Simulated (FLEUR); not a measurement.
# Ag (Fm-3m) in FLEUR: convergence with lmax

Aim: find how far lmax must go before the results for Ag settle, at LDA. This setting moves, with any that are tied to it; all else stays.

Program: FLEUR MaX-R8.1 (later development tree). These are calculated values, not measurements. Logs are shortened: lines on timing, memory, paths and dates and some standing lists are left out, and cuts for length are marked.

### Step 1. The structure

Symmetry: Fm-3m, No. 225, cubic system. The conventional cell has a = 4.085 Å, b = 4.085 Å, c = 4.085 Å, α = 90.00°, β = 90.00°, γ = 90.00°. Ag (site symmetry m-3m) is surrounded by 12 Ag at 2.89 Å.

### Step 2. With lmax 4

inp.xml reads:

```xml
<?xml version="1.0" encoding="UTF-8" standalone="no"?>
<fleurInput fleurInputVersion="0.39">
   <comment>
      Ag                                                                                                  
   </comment>
   <calculationSetup>
      <cutoffs Kmax="4.1" Gmax="12.7" GmaxXC="12.7" numbands="0"/>
      <scfLoop itmax="60" minDistance="0.00001" maxIterBroyd="15" imix="Anderson" alpha="0.05" precondParam="0.0" spinf="2.0" sdNocoIR="T"/>
      <coreElectrons ctail="T" frcor="F" kcrel="0" coretail_lmax="0"/>
      <xcFunctional name="vwn" relativisticCorrections="F"/>
      <magnetism jspins="1"/>
      <soc l_soc="F" theta="0.0" phi="0.0" spav="F"/>
      <expertModes spex="0" secvar="F"/>
      <geometryOptimization l_f="T" forcealpha="1.0" forcemix="BFGS" epsdisp="0.0005" epsforce="0.0002"/>
      <ldaU l_linMix="F" mixParam="0.05" spinf="1.0"/>
   </calculationSetup>
   <cell>
      <bzIntegration valenceElectrons="19.0" mode="hist" fermiSmearingEnergy="0.00183747">
         <kPointListSelection listName="default-1"/>
         <!-- k-points included here -->
         <xi:include xmlns:xi="http://www.w3.org/2001/XInclude" href="kpts.xml"> </xi:include>
      </bzIntegration>
      <!-- symmetry operations included here -->
      <xi:include xmlns:xi="http://www.w3.org/2001/XInclude" href="sym.xml"> </xi:include>
      <bulkLattice scale="1.0">
         <bravaisMatrix>
            <row-1>    0.0000000000000000     3.8602380410266495     3.8602380410266495</row-1>
            <row-2>    3.8602380410266495     0.0000000000000000     3.8602380410266495</row-2>
            <row-3>    3.8602380410266495     3.8602380410266495     0.0000000000000000</row-3>
         </bravaisMatrix>
      </bulkLattice>
   </cell>
   <atomSpecies>
      <species name="Silver (Ag)" element="Ag" atomicNumber="47">
         <mtSphere radius="2.53" gridPoints="837" logIncrement="0.015"/>
         <atomicCutoffs lmax="4" lnonsphr="3"/>
         <electronConfig flipSpins="F">
            <coreConfig>(1s1/2) (2s1/2) (2p1/2) (2p3/2) (3s1/2) (3p1/2) (3p3/2) (3d3/2) (3d5/2)</coreConfig>
            <valenceConfig>(4s1/2) (4p1/2) (4p3/2) (5s1/2) (4d3/2) (4d5/2)</valenceConfig>
            <stateOccupation state="(5s1/2)" spinUp="0.500000" spinDown="0.500000"/>
         </electronConfig>
         <energyParameters s="5" p="5" d="4" f="4"/>
         <lo type="SCLO" l="0" n="4" eDeriv="0"/>
         <lo type="SCLO" l="1" n="4" eDeriv="0"/>
         <lo type="SCLO" l="1" n="4" eDeriv="1"/>
         <lo type="SCLO" l="2" n="4" eDeriv="2"/>
         <lo type="SCLO" l="3" n="4" eDeriv="2"/>
      </species>
   </atomSpecies>
   <atomGroups>
      <atomGroup species="Silver (Ag)">
         <relPos label="                   1">.0000000000 .0000000000 .0000000000</relPos>
         <force calculate="T" relaxXYZ="TTT"/>
      </atomGroup>
   </atomGroups>
   <output dos="F" band="F" slice="F">
      <checks vchk="F" cdinf="F"/>
      <bandDOS minEnergy="-.5*Htr" maxEnergy="0.5*Htr" sigma="0.015" storeEVData="T"/>
      <vacuumDOS vacdos="F" integ="F" star="F" nstars="0" locx1="0.0" locy1="0.0" locx2="0.0" locy2="0.0" nstm="0" tworkf="0.0"/>
      <unfoldingBand unfoldBand="F" supercellX="1" supercellY="1" supercellZ="1"/>
      <plotting iplot="0" polar="F">
         <plot TwoD="T" vec1="  1.0  0.0  0.0" vec2="  0.0  1.0  0.0" vec3="  0.0  0.0  1.0" zero="  0.0  0.0  0.0" file="plot"/>
      </plotting>
      <chargeDensitySlicing numkpt="0" minEigenval="0.0" maxEigenval="0.0" nnne="0" pallst="F"/>
      <specialOutput eonly="F"/>
      <moessbauerParams electricFieldGradient="T" isomerShift="T" coreHyperfine="T" valenceHyperfine="T"/>
      <magneticCircularDichroism mcd="F" energyLo="-10.0" energyUp="0.0"/>
   </output>
  <!-- We include the file relax.xml here to enable relaxations (see documentation) -->
  <xi:include xmlns:xi="http://www.w3.org/2001/XInclude" href="relax.xml"> <xi:fallback/> </xi:include>
</fleurInput>
```

crystal.txt reads:

```
Ag
&input cartesian=F /
0.0000000000  2.0427500000  2.0427500000
2.0427500000  0.0000000000  2.0427500000
2.0427500000  2.0427500000  0.0000000000
1.8897261246
1.0 1.0 1.0

1
47 0.0000000000  0.0000000000  0.0000000000

&kpt div1=9 div2=9 div3=9 gamma=T /
```

Potentials or basis: all-electron, FLAPW.

On the command line:

```
> inpgen -f crystal.txt -profile fastHighL
> # inp.xml edited to the form shown
> fleur_MPI
```

It took 3.9 s on 1 thread of Intel Xeon 6975P-C (Granite Rapids), shared host; peak memory 0.04 GiB.

The program failed during the run.

### Step 3. With lmax 5

Edit inp.xml of step 2 so:

```diff
@@ -35,3 +35,3 @@
          <mtSphere radius="2.53" gridPoints="837" logIncrement="0.015"/>
-         <atomicCutoffs lmax="4" lnonsphr="3"/>
+         <atomicCutoffs lmax="5" lnonsphr="3"/>
          <electronConfig flipSpins="F">
```

crystal.txt is that of step 2.

Potentials or basis: all-electron, FLAPW.

On the command line:

```
> inpgen -f crystal.txt -profile fastHighL
> # inp.xml edited to the form shown
> fleur_MPI
```

Wall time 6 s (1 thread of Intel Xeon 6975P-C (Granite Rapids), shared host); peak memory 0.04 GiB.

Results:

| Item | Value |
| --- | --- |
| Free energy | -144559.5564 eV |
| Band gap on the k mesh | none (metal or under the smearing width) |
| Valence electrons inside the program's atomic spheres | Ag 17.83 (radii Ag 2.53 bohr) |

### Step 4. With lmax 6

Edit inp.xml of step 3 so:

```diff
@@ -35,3 +35,3 @@
          <mtSphere radius="2.53" gridPoints="837" logIncrement="0.015"/>
-         <atomicCutoffs lmax="5" lnonsphr="3"/>
+         <atomicCutoffs lmax="6" lnonsphr="4"/>
          <electronConfig flipSpins="F">
```

crystal.txt is that of step 3.

On the command line:

```
> inpgen -f crystal.txt -profile fastHighL
> # inp.xml edited to the form shown
> fleur_MPI
```

Run time: 6.3 s. Hardware: 1 thread of Intel Xeon 6975P-C (Granite Rapids), shared host; peak memory 0.04 GiB.

Results:

- Free energy: -144559.5057 eV
- Band gap on the k mesh: none (metal or under the smearing width)
- Valence electrons inside the program's atomic spheres: Ag 17.83 (radii Ag 2.53 bohr)

### Step 5. With lmax 7

Edit inp.xml of step 4 so:

```diff
@@ -35,3 +35,3 @@
          <mtSphere radius="2.53" gridPoints="837" logIncrement="0.015"/>
-         <atomicCutoffs lmax="6" lnonsphr="4"/>
+         <atomicCutoffs lmax="7" lnonsphr="5"/>
          <electronConfig flipSpins="F">
```

crystal.txt is that of step 4.

On the command line:

```
> inpgen -f crystal.txt -profile fastHighL
> # inp.xml edited to the form shown
> fleur_MPI
```

Run time: 6.7 s. Hardware: 1 thread of Intel Xeon 6975P-C (Granite Rapids), shared host; peak memory 0.04 GiB.

Results:

```
Free energy                                           : -144559.5003 eV
Band gap on the k mesh                                : none (metal or under the smearing width)
Valence electrons inside the program's atomic spheres : Ag 17.83 (radii Ag 2.53 bohr)
```

### Step 6. With lmax 8

Edit inp.xml of step 5 so:

```diff
@@ -35,3 +35,3 @@
          <mtSphere radius="2.53" gridPoints="837" logIncrement="0.015"/>
-         <atomicCutoffs lmax="7" lnonsphr="5"/>
+         <atomicCutoffs lmax="8" lnonsphr="6"/>
          <electronConfig flipSpins="F">
```

crystal.txt is that of step 5.

Potentials or basis: all-electron, FLAPW.

On the command line:

```
> inpgen -f crystal.txt -profile fastHighL
> # inp.xml edited to the form shown
> fleur_MPI
```

Wall time 7.3 s (1 thread of Intel Xeon 6975P-C (Granite Rapids), shared host); peak memory 0.04 GiB.

Results:

| Item | Value |
| --- | --- |
| Free energy | -144559.5007 eV |
| Band gap on the k mesh | none (metal or under the smearing width) |
| Valence electrons inside the program's atomic spheres | Ag 17.83 (radii Ag 2.53 bohr) |

### Step 7. With lmax 10

Edit inp.xml of step 6 so:

```diff
@@ -35,3 +35,3 @@
          <mtSphere radius="2.53" gridPoints="837" logIncrement="0.015"/>
-         <atomicCutoffs lmax="8" lnonsphr="6"/>
+         <atomicCutoffs lmax="10" lnonsphr="8"/>
          <electronConfig flipSpins="F">
```

crystal.txt is that of step 6.

On the command line:

```
> inpgen -f crystal.txt -profile fastHighL
> # inp.xml edited to the form shown
> fleur_MPI
```

It took 9.1 s on 1 thread of Intel Xeon 6975P-C (Granite Rapids), shared host; peak memory 0.05 GiB.

Results:

| Quantity | Value |
| --- | --- |
| Free energy | -144559.5020 eV |
| Band gap on the k mesh | none (metal or under the smearing width) |
| Valence electrons inside the program's atomic spheres | Ag 17.83 (radii Ag 2.53 bohr) |

### Step 8. With lmax 12

Edit inp.xml of step 7 so:

```diff
@@ -35,3 +35,3 @@
          <mtSphere radius="2.53" gridPoints="837" logIncrement="0.015"/>
-         <atomicCutoffs lmax="10" lnonsphr="8"/>
+         <atomicCutoffs lmax="12" lnonsphr="8"/>
          <electronConfig flipSpins="F">
```

crystal.txt is that of step 7.

Potentials or basis: all-electron, FLAPW.

On the command line:

```
> inpgen -f crystal.txt -profile fastHighL
> # inp.xml edited to the form shown
> fleur_MPI
```

Output:

```text
Welcome to FLEUR        (www.flapw.de)
      MaX-Release 8.1          (www.max-centre.eu)

 ========== k-point set info ==========
 Selected k-point list: default-1
 k-point list type: mesh
 9 x 9 x 9
 Number of k points: 35

 ------------Calculation Setup---------------------------
 Number of MPI-tasks      :            1
 Number of PE/node        :            1
 Number of OMP-threads    :            1
 Most efficient MPI parallelization for:
           1           5           7          35
 Additional eigenvalue parallelization possible
 Number of basis functions:          179
 Approximate size of matrices (H+S) per k-point:         0.000 GB
 --------------------------------------------------------
 Iteration:     1   Distance:      12.05397800 me/bohr^3
 Iteration:     2   Distance:      10.22246330 me/bohr^3
 Iteration:     3   Distance:       3.76914755 me/bohr^3
 Iteration:     4   Distance:       2.71246270 me/bohr^3
 Iteration:     5   Distance:       1.45604840 me/bohr^3
 Iteration:     6   Distance:       0.13223034 me/bohr^3
 Iteration:     7   Distance:       0.16533698 me/bohr^3
 Iteration:     8   Distance:       0.00271287 me/bohr^3
 Iteration:     9   Distance:       0.00920496 me/bohr^3
 Iteration:    10   Distance:       0.00052338 me/bohr^3
 Iteration:    11   Distance:       0.00008324 me/bohr^3
 Iteration:    12   Distance:       0.00002115 me/bohr^3
 Iteration:    13   Distance:       0.00000022 me/bohr^3

 ********************************************************************
 Run finished successfully
 Stop message:
   Structural relaxation: Done
 ********************************************************************
```

out.xml (last iteration):

```text
<iteration numberForCurrentRun="   14" overallNumber="   14">
         <energyParameters units="Htr">
            <atomicEP atomType="1" spin="1" branch="5s" branchLowest="-3.05" branchHighest="1.47" value="0.2131434102"/>
            <atomicEP atomType="1" spin="1" branch="5p" branchLowest="-1.70" branchHighest="2.11" value="0.3618843313"/>
            <atomicEP atomType="1" spin="1" branch="4d" branchLowest="-12.74" branchHighest="0.29" value="0.1653322244"/>
            <atomicEP atomType="1" spin="1" branch="4f" branchLowest="-9.99" branchHighest="2.27" value="0.6691879383"/>
            <loAtomicEP atomType="1" spin="1" branch="4s" branchLowest="-24.63" branchHighest="-3.05" value="-3.0525768907"/>
            <loAtomicEP atomType="1" spin="1" branch="4p" branchLowest="-20.02" branchHighest="-1.70" value="-1.7180908272"/>
            <loAtomicEP atomType="1" spin="1" branch="4p" branchLowest="-20.02" branchHighest="-1.70" value="-1.7180908272"/>
            <loAtomicEP atomType="1" spin="1" branch="4d" branchLowest="-12.74" branchHighest="0.29" value="0.1586380121"/>
            <loAtomicEP atomType="1" spin="1" branch="4f" branchLowest="-9.99" branchHighest="2.27" value="0.6691894447"/>
         </energyParameters>
         <eigenvalues>
            <eigenvaluesAt spin="1" ikpt="1" k_x="0.00000000" k_y="0.00000000" k_z="0.00000000">
                      -3.0532169682       -1.7101879005       -1.7101879005       -1.7101879005        0.0285851180
                       0.1428970259        0.1428970259        0.1428970259        0.1817881009        0.1817881009
                       0.9016552135        1.0300493774        1.0300493774        1.0300493774        1.2219774669
            </eigenvaluesAt>
            <eigenvaluesAt spin="1" ikpt="2" k_x="0.00000000" k_y="0.00000000" k_z="0.11111111">
                      -3.0531420017       -1.7109067173       -1.7102966038       -1.7102966038        0.0424837387
                       0.1400490245        0.1465309042        0.1465309042        0.1806193792        0.1806193792
                       0.8945255630        0.9506546385        1.0358846533        1.0358846533        1.1833143863
            </eigenvaluesAt>
            <eigenvaluesAt spin="1" ikpt="3" k_x="0.00000000" k_y="0.00000000" k_z="0.22222222">
                      -3.0529519769       -1.7127240967       -1.7105716462       -1.7105716462        0.0745403891
                       0.1433299383        0.1507434314        0.1507434314        0.1836577320        0.1836577320
                       0.7644197306        0.9297675287        1.0381449454        1.0381449454        1.1474304948
            </eigenvaluesAt>
            <eigenvaluesAt spin="1" ikpt="4" k_x="0.00000000" k_y="0.00000000" k_z="0.33333333">
                      -3.0527350573       -1.7147838545       -1.7108851346       -1.7108851346        0.0864263510
                       0.1471375754        0.1471375754        0.1941835007        0.1974416622        0.1974416622
                       0.6084810023        0.9019718838        1.0062280134        1.0062280134        1.1512522579
            </eigenvaluesAt>
         </eigenvalues>
         <bandgap value="0.1606537981" units="eV"/>
         <sumValenceSingleParticleEnergies value="-14.6236668278" units="Htr"/>
         <FermiEnergy value="0.3281906135" units="Htr"/>
         <valenceDensity>
            <mtCharges spin="1">
               <mtCharge atomType="1" total="17.8311084" s="2.4161616" p="6.2827730" d="9.1025375" f="0.0224620"/>
            </mtCharges>
            <spinDependentCharge spin="1" total="19.0000000" interstitial="1.1688916" mtSpheres="17.8311084"/>
            <totalCharge value="19.0000000000"/>
         </valenceDensity>
         <coreStates atomType="     1" atomicNumber=" 47" spin="1" kinEnergy="   5358.4966675376" eigValSum="  -3162.2475127432" lostElectrons=" 0.000000">
            <state n="1" l="0" j="0.5" energy="-928.7496949930" weight="1.0000000000"/>
            <state n="2" l="0" j="0.5" energy="-136.3792727170" weight="1.0000000000"/>
            <state n="2" l="1" j="0.5" energy="-126.7828062586" weight="1.0000000000"/>
            <state n="2" l="1" j="1.5" energy="-120.3493024343" weight="2.0000000000"/>
            <state n="3" l="0" j="0.5" energy="-24.6319257982" weight="1.0000000000"/>
            <state n="3" l="1" j="0.5" energy="-20.8100051766" weight="1.0000000000"/>
            <state n="3" l="1" j="1.5" energy="-19.6743819475" weight="2.0000000000"/>
            <state n="3" l="2" j="1.5" energy="-12.8819183133" weight="2.0000000000"/>
            <state n="3" l="2" j="2.5" energy="-12.6529486794" weight="3.0000000000"/>
         </coreStates>
         <allElectronCharges>
            <spinDependentCharge spin="1" total="47.0000000" interstitial="1.1688916" mtSpheres="45.8311084"/>
            <totalCharge value="46.9999999994"/>
         </allElectronCharges>
         <moessbauerParams unitsHFF="kG" unitsIS="e/bohr^3" unitsEFG="Htr/bohr^2">
            <coreIsomerShift atomType="1" isTotal="146839.34280">
               <shell n="1" l="0" isomerShift="128929.77342"/>
               <shell n="2" l="0" isomerShift="14754.27982"/>
               <shell n="2" l="1" isomerShift="308.74026"/>
               <shell n="3" l="0" isomerShift="2784.04666"/>
               <shell n="3" l="1" isomerShift="62.50264"/>
               <shell n="3" l="2" isomerShift="0.00001"/>
            </coreIsomerShift>
            <isomerShift atomType="1" nucleusRadius="0.0001124" averageDensity="147394.10826"/>
            <electricFieldGradient atomType="1" VXX="0.00000" VYY="0.00000" VZZ="0.00000" asymParam="0.00000">
            </electricFieldGradient>
         </moessbauerParams>
         <totalEnergy                                    value="    -5312.4636811425" units="Htr">
            <sumOfEigenvalues                            value="    -3176.8711795710">
               <coreElectrons value="-3162.2475127432"/>
               <valenceElectrons value="-14.6236668278"/>
            </sumOfEigenvalues>
            <densityCoulombPotentialIntegral value="-8542.5734942982"/>
            <densityEffectivePotentialIntegral value="-8734.2652766005"/>
            <chargeDenXCDenIntegral value="-144.5777012086"/>
            <FockExchangeEnergyValence value="0.0000000000"/>
            <FockExchangeEnergyCore value="0.0000000000"/>
            <atomTypeDependentContributions atomType="1">
               <electronNucleiInteractionDifferentMTs value="6434.9788058210"/>
               <MadelungTerm value="-19.0145239933"/>
            </atomTypeDependentContributions>
            <tkbTimesEntropy value="0.0000297058"/>
            <freeEnergy value="-5312.4637108482"/>
            <extrapolationTo0K value="-5312.4636959954"/>
         </totalEnergy>
         <totalForcesOnRepresentativeAtoms units="Htr/bohr">
            <forceTotal atomType="1" x="0.000000" y="0.000000" z="0.000000" F_x="0.00000000" F_y="0.00000000" F_z="0.00000000"/>
         </totalForcesOnRepresentativeAtoms>
      </iteration>
```

It took 12 s on 1 thread of Intel Xeon 6975P-C (Granite Rapids), shared host; peak memory 0.05 GiB.

What came out:

| Property | Result |
| --- | --- |
| Free energy | -144559.5020 eV |
| Band gap on the k mesh | none (metal or under the smearing width) |
| Valence electrons inside the program's atomic spheres | Ag 17.83 (radii Ag 2.53 bohr) |

### Step 9. Result

```
lmax  energy less the tightest run, at zero smearing (meV/atom)  SCF cycles  CPU time (s)  peak memory (GiB)
   4                                                    crashed           -             -                  -
   5                                                     -54.43          14           5.8               0.04
   6                                                      -3.76          14           6.2               0.04
   7                                                       1.67          14           6.6               0.04
   8                                                       1.22          14           7.2               0.04
  10                                                      -0.03          14             9               0.05
  12                                                       0.00          14            11               0.05
```

Against the tightest run, the energy stays within 1 meV/atom from 10 on. The tightest run that finished is the yardstick and may itself not be fully converged.
